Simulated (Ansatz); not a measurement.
## Nb wire along [100], 13 atoms a period: bands along the axis

What gap, if any, does the Nb wire along [100], 13 atoms a period have, and how many channels would it open?

Calculated with Ansatz 0.2.0; DFT PBE, plane waves, PAW; relaxation of a wire's period; PAW set soft_1, in the first sound run; inputs show where later runs differ.

### Step 1. The structure

The cell holds 13 atoms: 13 Nb. Cell: a = 13.420 Å, b = 13.420 Å, c = 3.310 Å, α = 90.0°, β = 90.0°, γ = 90.0°. Vacuum lies along a and b. The structure's axis is c.

### Step 2. Relaxing the period

Band widths follow the bond lengths, so the wire is relaxed first. The atoms and the third cell vector are free; the box across stays fixed as vacuum. A Fermi-Dirac smearing is set since the result may be a metal. The pressure printed is a third of the stress's trace over the whole box, vacuum included; only the stress along the axis is relaxed.

Input file input.yaml:

```yaml
crystal:
  lattice:
    - [13.42, 0.0, 0.0]
    - [0.0, 13.42, 0.0]
    - [0.0, 0.0, 3.31]
  atoms:
    - { symbol: Nb, position: [0.253353204, 0.253353204, 0.0] }
    - { symbol: Nb, position: [0.253353204, 0.5, 0.0] }
    - { symbol: Nb, position: [0.253353204, 0.746646796, 0.0] }
    - { symbol: Nb, position: [0.5, 0.253353204, 0.0] }
    - { symbol: Nb, position: [0.5, 0.5, 0.0] }
    - { symbol: Nb, position: [0.5, 0.746646796, 0.0] }
    - { symbol: Nb, position: [0.746646796, 0.253353204, 0.0] }
    - { symbol: Nb, position: [0.746646796, 0.5, 0.0] }
    - { symbol: Nb, position: [0.746646796, 0.746646796, 0.0] }
    - { symbol: Nb, position: [0.376676602, 0.376676602, 0.5] }
    - { symbol: Nb, position: [0.376676602, 0.623323398, 0.5] }
    - { symbol: Nb, position: [0.623323398, 0.376676602, 0.5] }
    - { symbol: Nb, position: [0.623323398, 0.623323398, 0.5] }
kpoints:
  mp_grid: { grid: [1, 1, 25] }
scf:
  occupations: { method: fermi_dirac, width: 0.05 }
hamiltonian:
  xc: pbe
  pseudopotentials: { kind: paw, azcp: { folder: soft_1 } }
relax:
  cell: { fix: [a, b, alpha, beta, gamma] }
  max_steps: 45
  f_tol: 0.03
```

Run with:

```bash
ansatz run input.yaml --threads 4 --pin off --max-ram 16384MiB --backend cpu --events-out ev --progress --plain --runs-dir out
```

Numbers of over 12 decimals in the logs are rounded to 6 here.

Log:

```text
Engine: ansatz 0.2.0, aarch64-unknown-linux-gnu
Pseudopotentials: kind: paw
Pseudopotential: Nb, paw, valence charge 13, recommended cutoff 420 eV (normal), soft_1/Nb.paw.azcp
Functional definition: PBE
  parameter kappa = 0.804
  parameter beta = 0.066725
  exchange = pbe_x(kappa = kappa, mu = beta*pi^2/3)
  correlation = pbe_c(beta = beta)
Crystal: 13 atoms, lattice volume = 596.119 Å³
Basis set: ecut = 420 eV, 11687 PW (Γ), exchange–correlation on 180×180×48 points (8 copies of the dense FFT grid, shifted against one another)
Bands: 102, of which v1, the nominal top of the filled ones, is band 85 counted from 1 (84 counted from 0)
Symmetry: 16 space group operations
Space group: P4/mmm (ITA 123), of the structure as read, at distance tolerance 8.4e-5 Å
k-points: 13 of 25
Non-local potential: Nb, projectors of the file, l = 0: 3, l = 1: 2, l = 2: 2, l = 3: 1
PAW form: soft (Blöchl's): semilocal exchange-correlation on the pseudo side does not see the compensation charge
PAW one-centre angular grid: Nb, 590 points (default); XC on 64 Gauss nodes
Initial density: superposition of atomic densities (neutral atoms: chi_scale 0, normalization atom)
Initial wavefunctions: pseudopotential atomic-orbital guess
Functional: x = pbe(κ = 0.804, μ = 0.219515), c = pbe(β = 0.066725)
SCF iter   1: F=—  HF=-59181.619577 eV  |F-HF|=—  |Δ(HF+E_count)|=         —  Δρ=7.31e-2  dr2=2.79e2  ethr=3.10e-3  ⟨swp⟩=8.9  Hψ=5658  notcnv=0
preconditioner: auto → LDOS  [metal: Δε(μ)=0.023 eV  Ē_g=3.516 eV  σ=0.050 eV  W_gap=0.11  n_scr=110 (ndim 8)  ℏωp=12.3 eV  f_vac=0.384  D(μ)=24.80/eV (n_scr^D=222)  β→1.0]
SCF iter   2: F=—  HF=-59161.713394 eV  |F-HF|=—  |Δ(HF+E_count)|=    1.99e1  Δρ=4.72e-2  dr2=6.60e1  ethr=3.10e-3  ⟨swp⟩=6.5  Hψ=4215  notcnv=0  defer=2
SCF iter   3: F=—  HF=-59160.256731 eV  |F-HF|=—  |Δ(HF+E_count)|=    1.46e0  Δρ=1.77e-2  dr2=1.47e1  ethr=3.10e-3  ⟨swp⟩=4.5  Hψ=3128  notcnv=0  defer=9
SCF iter   4: F=—  HF=-59159.533572 eV  |F-HF|=—  |Δ(HF+E_count)|=   7.23e-1  Δρ=4.23e-3  dr2=3.68e-1  ethr=3.10e-3  ⟨swp⟩=3.2  Hψ=1798  notcnv=0  defer=4
SCF iter   5: F=—  HF=-59159.519721 eV  |F-HF|=—  |Δ(HF+E_count)|=   1.39e-2  Δρ=2.03e-3  dr2=1.71e-1  ethr=2.18e-4  ⟨swp⟩=4.7  Hψ=2603  notcnv=0  defer=3
SCF iter   6: F=—  HF=-59159.516729 eV  |F-HF|=—  |Δ(HF+E_count)|=   2.99e-3  Δρ=1.39e-3  dr2=3.08e-2  ethr=1.01e-4  ⟨swp⟩=1.8  Hψ=1392  notcnv=0  defer=4
SCF iter   7: F=—  HF=-59159.517175 eV  |F-HF|=—  |Δ(HF+E_count)|=   4.47e-4  Δρ=3.25e-4  dr2=4.05e-3  ethr=1.82e-5  ⟨swp⟩=2.5  Hψ=1682  notcnv=0  defer=1
SCF iter   8: F=—  HF=-59159.517388 eV  |F-HF|=—  |Δ(HF+E_count)|=   2.12e-4  Δρ=1.73e-4  dr2=3.18e-4  ethr=2.39e-6  ⟨swp⟩=2.2  Hψ=1733  notcnv=0  defer=1
SCF iter   9: F=—  HF=-59159.517458 eV  |F-HF|=—  |Δ(HF+E_count)|=   7.01e-5  Δρ=6.47e-5  dr2=8.39e-5  ethr=1.88e-7  ⟨swp⟩=2.2  Hψ=1593  notcnv=0  defer=1
SCF iter  10: F=—  HF=-59159.517768 eV  |F-HF|=—  |Δ(HF+E_count)|=   3.10e-4  Δρ=1.85e-5  dr2=7.47e-6  ethr=4.96e-8  ⟨swp⟩=2.0  Hψ=1628  notcnv=0  defer=1
SCF iter  11: F=—  HF=-59159.517768 eV  |F-HF|=—  |Δ(HF+E_count)|=   3.13e-7  Δρ=4.55e-6  dr2=2.12e-7  ethr=4.42e-9  ⟨swp⟩=2.2  Hψ=1807  notcnv=0  defer=1
SCF iter  12: F=-59159.517768 eV  HF=-59159.517768 eV  |F-HF|=3.47e-8  |Δ(HF+E_count)|=   9.70e-8  Δρ=1.89e-6  dr2=5.95e-8  ethr=5.92e-11  ⟨swp⟩=5.9  Hψ=5062  notcnv=0
SCF 1 converged in 12 iterations: F = -59159.517768 eV  dr2 = 5.95e-8
  greatest PAW one-centre occupation: 0.998 electrons in one spin orbital (limit 2), on the Nb atom at site 12 (counted from 0), in its partial waves of l = 0
relax step   1: F+E_penalty+E_count = -59159.51776824 eV  Δ(F+E_penalty+E_count) = +0.000e0 eV  max|allowed force component| = 1.914e0 eV/Å  Δτ_max = 0.0000 Å  P = -6.492 GPa  Ω = 596.119 Å³  fix = [a, b, alpha, beta, gamma]  reactions: a -6.114, b -6.114 GPa  (12 SCF iters, dr2 threshold 1.00e-7 eV, accepted)
Crystal: 13 atoms, lattice volume = 577.840 Å³
Basis set: ecut = 420 eV, 11343 PW (Γ), exchange–correlation on 180×180×48 points (8 copies of the dense FFT grid, shifted against one another)
Initial density: handed on by an earlier stage of this run
Initial wavefunctions: those handed on with the density
SCF iter   1: F=—  HF=-59162.398777 eV  |F-HF|=—  |Δ(HF+E_count)|=         —  Δρ=1.89e-2  dr2=5.75e0  ethr=3.10e-3  ⟨swp⟩=9.2  Hψ=5870  notcnv=0
preconditioner: auto → LDOS  [metal: Δε(μ)=0.018 eV  Ē_g=2.690 eV  σ=0.050 eV  W_gap=0.09  n_scr=110 (ndim 8)  ℏωp=12.5 eV  f_vac=0.416  D(μ)=21.34/eV (n_scr^D=170)  β→1.0]
SCF iter   2: F=—  HF=-59162.038480 eV  |F-HF|=—  |Δ(HF+E_count)|=   3.60e-1  Δρ=1.27e-2  dr2=3.16e0  ethr=3.10e-3  ⟨swp⟩=2.9  Hψ=2221  notcnv=0  defer=8
SCF iter   3: F=—  HF=-59161.834519 eV  |F-HF|=—  |Δ(HF+E_count)|=   2.04e-1  Δρ=2.36e-3  dr2=1.41e-1  ethr=1.87e-3  ⟨swp⟩=2.1  Hψ=1938  notcnv=0  defer=8
SCF iter   4: F=—  HF=-59161.829073 eV  |F-HF|=—  |Δ(HF+E_count)|=   5.45e-3  Δρ=6.79e-4  dr2=4.31e-3  ethr=8.36e-5  ⟨swp⟩=2.1  Hψ=1898  notcnv=0  defer=8
SCF iter   5: F=—  HF=-59161.829137 eV  |F-HF|=—  |Δ(HF+E_count)|=   6.44e-5  Δρ=2.23e-4  dr2=9.87e-4  ethr=2.55e-6  ⟨swp⟩=2.0  Hψ=2310  notcnv=0  defer=8
SCF iter   6: F=—  HF=-59161.829370 eV  |F-HF|=—  |Δ(HF+E_count)|=   2.33e-4  Δρ=7.34e-5  dr2=6.49e-5  ethr=5.84e-7  ⟨swp⟩=2.0  Hψ=1777  notcnv=0  defer=8
SCF iter   7: F=—  HF=-59161.829407 eV  |F-HF|=—  |Δ(HF+E_count)|=   3.71e-5  Δρ=3.22e-5  dr2=1.21e-5  ethr=3.84e-8  ⟨swp⟩=2.7  Hψ=2438  notcnv=0  defer=8
SCF iter   8: F=-59161.829409 eV  HF=-59161.829409 eV  |F-HF|=2.53e-7  |Δ(HF+E_count)|=   1.36e-6  Δρ=9.25e-6  dr2=1.04e-6  ethr=7.69e-10  ⟨swp⟩=3.4  Hψ=5661  notcnv=0
SCF 2 converged in 8 iterations: F = -59161.829409 eV  dr2 = 1.04e-6
relax step   2: F+E_penalty+E_count = -59161.82940853 eV  Δ(F+E_penalty+E_count) = -2.312e0 eV  max|allowed force component| = 6.601e-1 eV/Å  Δτ_max = 0.1948 Å  P = -2.082 GPa  Ω = 577.840 Å³  energy of the carried Pulay correction = +9.374e-4 eV  fix = [a, b, alpha, beta, gamma]  reactions: a -2.491, b -2.491 GPa  (8 SCF iters, dr2 threshold 1.30e-6 eV, accepted)
Crystal: 13 atoms, lattice volume = 575.223 Å³
Basis set: ecut = 420 eV, 11271 PW (Γ), exchange–correlation on 180×180×48 points (8 copies of the dense FFT grid, shifted against one another)
SCF iter   1: F=—  HF=-59162.980432 eV  |F-HF|=—  |Δ(HF+E_count)|=         —  Δρ=2.02e-2  dr2=1.03e1  ethr=3.10e-3  ⟨swp⟩=10.8  Hψ=5256  notcnv=0  defer=1
preconditioner: auto → LDOS  [metal: Δε(μ)=0.012 eV  Ē_g=2.832 eV  σ=0.050 eV  W_gap=0.06  n_scr=94 (ndim 8)  ℏωp=12.5 eV  f_vac=0.437  D(μ)=22.53/eV (n_scr^D=190)  β→1.0]
[...]
SCF iter   5: F=—  HF=-59162.431168 eV  |F-HF|=—  |Δ(HF+E_count)|=   1.59e-3  Δρ=3.17e-4  dr2=2.82e-3  ethr=2.38e-5  ⟨swp⟩=1.9  Hψ=1488  notcnv=0  defer=8
SCF iter   6: F=—  HF=-59162.431225 eV  |F-HF|=—  |Δ(HF+E_count)|=   5.69e-5  Δρ=9.81e-5  dr2=1.49e-4  ethr=1.67e-6  ⟨swp⟩=2.0  Hψ=1732  notcnv=0  defer=8
SCF iter   7: F=—  HF=-59162.431493 eV  |F-HF|=—  |Δ(HF+E_count)|=   2.69e-4  Δρ=2.89e-5  dr2=7.31e-6  ethr=8.82e-8  ⟨swp⟩=2.1  Hψ=1803  notcnv=0  defer=8
SCF iter   8: F=-59162.431496 eV  HF=-59162.431496 eV  |F-HF|=4.09e-7  |Δ(HF+E_count)|=   2.53e-6  Δρ=9.68e-6  dr2=1.23e-6  ethr=7.69e-10  ⟨swp⟩=5.5  Hψ=5080  notcnv=0
SCF 3 converged in 8 iterations: F = -59162.431496 eV  dr2 = 1.23e-6
relax step   3: F+E_penalty+E_count = -59162.43149557 eV  Δ(F+E_penalty+E_count) = -6.021e-1 eV  max|allowed force component| = 3.852e-1 eV/Å  Δτ_max = 0.1995 Å  P = +0.563 GPa  Ω = 575.223 Å³  energy of the carried Pulay correction = +1.074e-3 eV  fix = [a, b, alpha, beta, gamma]  reactions: a +0.311, b +0.311 GPa  (8 SCF iters, dr2 threshold 1.30e-6 eV, accepted)
[...]
relax step   4: F+E_penalty+E_count = -59162.54831229 eV  Δ(F+E_penalty+E_count) = -1.168e-1 eV  max|allowed force component| = 9.114e-2 eV/Å  Δτ_max = 0.0896 Å  P = +0.299 GPa  Ω = 581.903 Å³  energy of the carried Pulay correction = +7.265e-4 eV  fix = [a, b, alpha, beta, gamma]  reactions: a +0.179, b +0.179 GPa  (9 SCF iters, dr2 threshold 1.30e-6 eV, accepted)
[...]
relax step   5: F+E_penalty+E_count = -59162.55627074 eV  Δ(F+E_penalty+E_count) = -7.958e-3 eV  max|allowed force component| = 1.100e-1 eV/Å  Δτ_max = 0.0228 Å  P = +0.023 GPa  Ω = 586.381 Å³  energy of the carried Pulay correction = +4.958e-4 eV  fix = [a, b, alpha, beta, gamma]  reactions: a +0.036, b +0.036 GPa  (7 SCF iters, dr2 threshold 7.24e-7 eV, accepted)
[...]
relax step   6: F+E_penalty+E_count = -59162.55856244 eV  Δ(F+E_penalty+E_count) = -2.292e-3 eV  max|allowed force component| = 1.648e-2 eV/Å  Δτ_max = 0.0060 Å  P = +0.015 GPa  Ω = 586.495 Å³  energy of the carried Pulay correction = +4.899e-4 eV  fix = [a, b, alpha, beta, gamma]  reactions: a +0.016, b +0.016 GPa  (7 SCF iters, dr2 threshold 7.57e-7 eV, accepted)
Initial wavefunctions: pseudopotential atomic-orbital guess (no wavefunctions were taken with the density)
iter 1 solved again at ethr=1.39e-6 eV; its pass at ethr=3.10e-3 eV (dr2=2.36e-3 eV) is discarded
SCF iter   1: F=—  HF=-59162.558016 eV  |F-HF|=—  |Δ(HF+E_count)|=         —  Δρ=1.77e-5  dr2=4.13e-7  ethr=1.39e-6  ⟨swp⟩=3.8  Hψ=9135  notcnv=0
eigensolver tolerance schedule: the retry pair's looser diagonalisation over-reported the residual by 5700.40 of it (diagonalisation noise at an unbounded share of the residual, at the tolerance the schedule requests for it); recorded, not acted on — ethr = c·dr2/N_el stays at c = 1.0e-1
preconditioner: auto → LDOS  [metal: Δε(μ)=0.008 eV  Ē_g=2.748 eV  σ=0.050 eV  W_gap=0.04  n_scr=110 (ndim 8)  ℏωp=12.4 eV  f_vac=0.446  D(μ)=24.39/eV (n_scr^D=222)  β→1.0]
SCF iter   2: F=—  HF=-59162.558033 eV  |F-HF|=—  |Δ(HF+E_count)|=   1.68e-5  Δρ=3.66e-6  dr2=1.87e-7  ethr=2.45e-10  ⟨swp⟩=4.2  Hψ=3429  notcnv=0
SCF iter   3: F=—  HF=-59162.558033 eV  |F-HF|=—  |Δ(HF+E_count)|=   2.34e-8  Δρ=1.43e-6  dr2=2.30e-8  ethr=1.11e-10  ⟨swp⟩=2.1  Hψ=2265  notcnv=0
SCF iter   4: F=—  HF=-59162.558033 eV  |F-HF|=—  |Δ(HF+E_count)|=  8.51e-10  Δρ=4.19e-7  dr2=3.49e-9  ethr=1.36e-11  ⟨swp⟩=2.2  Hψ=2207  notcnv=0
SCF iter   5: F=—  HF=-59162.558033 eV  |F-HF|=—  |Δ(HF+E_count)|=   1.02e-9  Δρ=2.52e-7  dr2=1.77e-9  ethr=2.06e-12  ⟨swp⟩=2.2  Hψ=1804  notcnv=0
SCF iter   6: F=—  HF=-59162.558033 eV  |F-HF|=—  |Δ(HF+E_count)|=  4.87e-10  Δρ=1.58e-7  dr2=5.29e-10  ethr=1.05e-12  ⟨swp⟩=2.3  Hψ=1780  notcnv=0
SCF iter   7: F=-59162.558033 eV  HF=-59162.558033 eV  |F-HF|=7.28e-12  |Δ(HF+E_count)|=  1.46e-11  Δρ=5.43e-8  dr2=3.30e-11  ethr=1.00e-12  ⟨swp⟩=3.9  Hψ=4569  notcnv=0
SCF 7 converged in 7 iterations: F = -59162.558033 eV  dr2 = 3.30e-11
relax step   7: F+E_penalty+E_count = -59162.55803292 eV  Δ(F+E_penalty+E_count) = +5.295e-4 eV  max|allowed force component| = 1.641e-2 eV/Å  Δτ_max = 0.0000 Å  P = +0.016 GPa  Ω = 586.495 Å³  fix = [a, b, alpha, beta, gamma]  reactions: a +0.018, b +0.018 GPa  stress off target by 1.31e-2 GPa on what of the cell is left free  SCF on the basis re-selected at this cell (its energy is not comparable with the rows above)  (7 SCF iters)
basis re-selected at this cell: Δ(F+E_penalty+E_count) = +5.295e-4 eV, ΔP = +0.001 GPa vs the last step (what re-selecting the basis moved, of the pressure what is left beyond the Pulay correction that the steps carried, after the strain that the cell walked since its last selection, with what the two solves' SCF thresholds leave and, on support functions, any second-order correction that the steps lacked; it is no m [...]
SCF converged after 7 iterations
Free energy (F): -59162.558033 eV
Harris-Foulkes:  -59162.558033 eV  (|F-HF|=7.28e-12)
Internal energy: -59162.362144 eV  (E = F + TS)
E sigma→0 (E₀):  -59162.460088 eV
Entropy (-TS):   -0.195889 eV (-15.068 meV/atom)
Fermi energy:    5.335486 eV
--- Per-component energies (eV) ---
  E_band       = -3016.082753
  E_kinetic    = 4843.429906
  E_local      = -57584.178622  (includes V_loc(G=0)·N_el)
  E_nonlocal   = 1255.281482
  E_hartree    = 26297.996429
  E_xc         = -2138.966838
  E_vxc        = -2587.345491  (∫ρ·V_xc dr)
  E_paw        = -40074.791624  (= ΣΔE_a)
  E_vpaw       = -1539.262322  (= ΣTr[D̂ρ^β])
  E_aug_tail   = 0.000566  (compensation charges beyond the density's cutoff)
  E_ewald      = 8238.866557
  E_smearing   = -0.195889  (= −TS)
  E_closure    = -0.000000  (closes the sum)
  Σ components = -59162.558033   (vs F -59162.558033, Δ=0.00e0)
--- Forces (eV/Å), atoms counted from 1 ---
  atom   1  Nb     0.01212561     0.01212561     0.00000000
  atom   2  Nb    -0.00121162     0.00000000     0.00000000
  atom   3  Nb     0.01212561    -0.01212561     0.00000000
  atom   4  Nb     0.00000000    -0.00121162     0.00000000
  atom   5  Nb     0.00000000     0.00000000     0.00000000
  atom   6  Nb     0.00000000     0.00121162     0.00000000
  atom   7  Nb    -0.01212561     0.01212561     0.00000000
  atom   8  Nb     0.00121162     0.00000000     0.00000000
  atom   9  Nb    -0.01212561    -0.01212561     0.00000000
  atom  10  Nb    -0.01641203    -0.01641203     0.00000000
  atom  11  Nb    -0.01641203     0.01641203     0.00000000
  atom  12  Nb     0.01641203    -0.01641203     0.00000000
  atom  13  Nb     0.01641203     0.01641203     0.00000000
  max |Σ_I F_I| component: 3.47e-18 eV/Å
--- Stress (GPa, compression-positive) ---
        0.017735       0.000000       0.000000
        0.000000       0.017735       0.000000
        0.000000       0.000000       0.013083
  P = ⅓ Tr σ = 0.0162 GPa (0.162 kbar)
--- Relaxed structure (6 steps of the walk, 6 accepted, 1 SCFs on fresh bases) ---
  F+E_penalty+E_count = -59162.55803292 eV   max|allowed force component| = 1.641e-2 eV/Å   (the final SCF, on the basis selected at the relaxed cell)
  cell:  # Å, volume = 586.4954 Å³
    - [13.42, 0.0, 0.0]
    - [0.0, 13.42, 0.0]
    - [0.0, 0.0, 3.256564]
  atoms:
    - { symbol: Nb, position: [0.280089, 0.280089, 0.0] }
    - { symbol: Nb, position: [0.250817, 0.5, 0.0] }
    - { symbol: Nb, position: [0.280089, 0.719911, 0.0] }
    - { symbol: Nb, position: [0.5, 0.250817, 0.0] }
    - { symbol: Nb, position: [0.5, 0.5, 0.0] }
    - { symbol: Nb, position: [0.5, 0.749183, 0.0] }
    - { symbol: Nb, position: [0.719911, 0.280089, 0.0] }
    - { symbol: Nb, position: [0.749183, 0.5, 0.0] }
    - { symbol: Nb, position: [0.719911, 0.719911, 0.0] }
    - { symbol: Nb, position: [0.382471, 0.382471, 0.500000] }
    - { symbol: Nb, position: [0.382471, 0.617529, 0.500000] }
    - { symbol: Nb, position: [0.617529, 0.382471, 0.500000] }
    - { symbol: Nb, position: [0.617529, 0.617529, 0.500000] }
```

It took 1.8 min on 4 threads of Arm Neoverse V1, shared host; peak memory 1.8 GiB.

(Part 1 of 2 ends here.)

[Logs are printed without paths, hosts, clocks, repeated set-up lines and the standing remarks that a program may print on its own settings, such as how far it seeks lower states.]

[Hosts, paths, dates, database ids (printed as entryN), source tags and the programs' standing remarks are cut or masked in the printed files.]
